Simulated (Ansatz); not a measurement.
PtS2:

```xyz
3
Lattice="3.5432 0.0000 0.0000 -1.7716 3.0685 0.0000 0.0000 0.0000 5.0388" Properties=species:S:1:pos:R:3 pbc="T T T"
Pt    0.0000    0.0000    0.0000
S     1.7716    1.0228    3.8950
S     0.0000    2.0457    1.1438
```

```yaml
Program: Ansatz 0.2.0
Task: single point
Functional: PBE
Potentials_or_basis: Ansatz PAW
Cutoff: "420 eV (not typed: the program's choice for these potentials)"
k_mesh: 9 × 9 × 5
Occupations: fermi-dirac, width 0.05 eV
Spin: no spin polarisation
```

On this cell: pressure 11.6 GPa; largest force 1.257 eV/Å; band gap on the k mesh 1.02 eV, indirect (least direct gap 1.07 eV).

The same run follows on a disturbed copy (atoms moved at random, drawn with an rms of 0.05 Å):

```
Pt S
1.0
     3.54320    0.00000    0.00000
    -1.77160    3.06850    0.00000
     0.00000    0.00000    5.03880
Pt S
1 2
Cartesian
  0.0095 -0.0200 0.0506
  1.7774 1.0159 3.8884
  -0.0024 2.0604 1.1809
```

Q: What does the disturbed cell give?

A: The energy moves by -8.9 meV/atom; pressure 9.8 GPa; largest force 1.388 eV/Å; band gap on the k mesh 0.90 eV, indirect (least direct gap 1.03 eV).

Forces on the atoms (eV/Å):
```
Pt  -0.167  0.476 -0.736
S    0.020 -0.089 -0.588
S    0.147 -0.387  1.325
```

Stress tensor (GPa, compression positive):
```
10.99 -0.24  0.39
-0.24  9.82 -0.90
 0.39 -0.90  8.62
```

Caveats: odd divisions of the mesh miss points on the zone boundary, where band edges often lie, so the gap on the mesh can be too wide; spin-orbit coupling is left out, which moves the levels of the heavy elements; forces of over 1 eV/Å show positions far from the minimum, so gaps and moduli don't describe the material at rest (some runs).

A k mesh can miss the band edges.
